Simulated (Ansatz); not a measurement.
## A series in volume per atom on HfC

Results calculated with Ansatz 0.2.0, not measured. Periodic Kohn-Sham DFT of a crystal at fixed atoms; pressure and stress are positive in compression; the energy is the free energy less that of spherical unpolarised free atoms; site moments are those in the method's own spheres, positive along +z.

Cell of the first row (space group F-43m, No. 216):
```
HfC
1.0
      0.0000     2.4710     2.4710
      2.4710     0.0000     2.4710
      2.4710     2.4710     0.0000
Hf C
1 1
Direct
  0.00000 0.00000 0.00000
  0.25000 0.25000 0.25000
```

Settings of every row: method frozen-core PAW; functional PBE; relativity scalar; k mesh 11x11x11; filling fermi-dirac; smearing width 0.08 eV; wave cutoff 420 eV; paw set soft_2.

Atom start moment: 0 on all atoms.

Limits: no spin-orbit coupling on heavy atoms; the cell comes from a prototype or a list of computed structures and needn't be the stable phase.

Limits of some rows: small gap, it may come from the mesh (row 3).

| row | volume per atom (Å³) | pressure (GPa) |
| --- | --- | --- |
| 1 | 15.087 | ? |
| 2 | 15.56 | 5.016 |
| 3 | 16.042 | 0 |
| 4 | 16.523 | -4.36 |
| 5 | 17.004 | -8.15 |

Question: what pressure should row 1 give?

Worked fit of pressure. Take u = (V_r/V)^(2/3) − 1 with V_r = 16.282 Å³ an atom, which is twice the finite (Eulerian) strain; such expansions in the strain, on which the Birch-Murnaghan equation of state is built, carry the rest volume and the bulk modulus. The shown rows have u = 0.0307, 0.00995, -0.00975, -0.02851. Least squares give pressure = −2.251 + 221.255 × u + 503.28 × u² GPa; a straight line predicts inner rows, each left out in turn, worse (root mean square 0.28 against 0.00079 GPa). All shown rows lie on it to the printed digit. The pressure vanishes at u = 0.0099, or V = 16.04 Å³ an atom, and there the bulk modulus at fixed shape and fractions is B = −V dP/dV = (2/3)(1 + u) dP/du = 156 GPa. The withheld row has u = 0.05213, so the fit gives −2.251 + 221.255 × (0.05213) + 503.28 × (0.05213)² = 10.651 GPa.

The calculation gave 10.676 GPa. The fit lies 0.025 GPa (0.13 % of the column's range) below it; its largest miss of a shown row is 0.000 GPa. This row lies beyond the range of the fit.
